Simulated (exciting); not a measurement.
Input of an exciting (release sodium) run:

File input.xml:

```xml
<input>
  <title>Sr</title>
  <structure speciespath="./" tshift="false">
    <crystal scale="1">
      <basevect>-4.601483113464 4.601483113464 4.601483113464</basevect>
      <basevect>4.601483113464 -4.601483113464 4.601483113464</basevect>
      <basevect>4.601483113464 4.601483113464 -4.601483113464</basevect>
    </crystal>
    <species speciesfile="Sr.xml" rmt="2.3">
      <atom coord="0.000000000000 0.000000000000 0.000000000000"/>
    </species>
  </structure>
  <groundstate do="fromscratch" ngridk="8 8 8" rgkmax="9" gmaxvr="14" lmaxapw="10" lmaxmat="10" lmaxvr="8" xctype="GGA_PBE" stype="Fermi Dirac" swidth="0.00183747" nempty="8" ValenceRelativity="iora*" epsengy="1e-05" epspot="1e-05" maxscl="60" tforce="true" outputlevel="normal"/>
  <properties>
    <chargedensityplot>
      <plot3d>
        <box grid="22 22 22">
          <origin coord="0 0 0"/>
          <point coord="1 0 0"/>
          <point coord="0 1 0"/>
          <point coord="0 0 1"/>
        </box>
      </plot3d>
    </chargedensityplot>
    <elfplot>
      <plot3d>
        <box grid="22 22 22">
          <origin coord="0 0 0"/>
          <point coord="1 0 0"/>
          <point coord="0 1 0"/>
          <point coord="0 0 1"/>
        </box>
      </plot3d>
    </elfplot>
    <exccplot>
      <plot3d>
        <box grid="22 22 22">
          <origin coord="0 0 0"/>
          <point coord="1 0 0"/>
          <point coord="0 1 0"/>
          <point coord="0 0 1"/>
        </box>
      </plot3d>
    </exccplot>
  </properties>
</input>
```

Potentials or basis: all-electron LAPW+lo, shipped species files, valence relativity iora*.

Command:

```console
$ OMP_NUM_THREADS=1 exciting_smp
```

(1) What does it give for the band gap on the k mesh?

Answers

(1) none (metal or under the smearing width).

Caveat: the cell was measured hot, at 901 K.
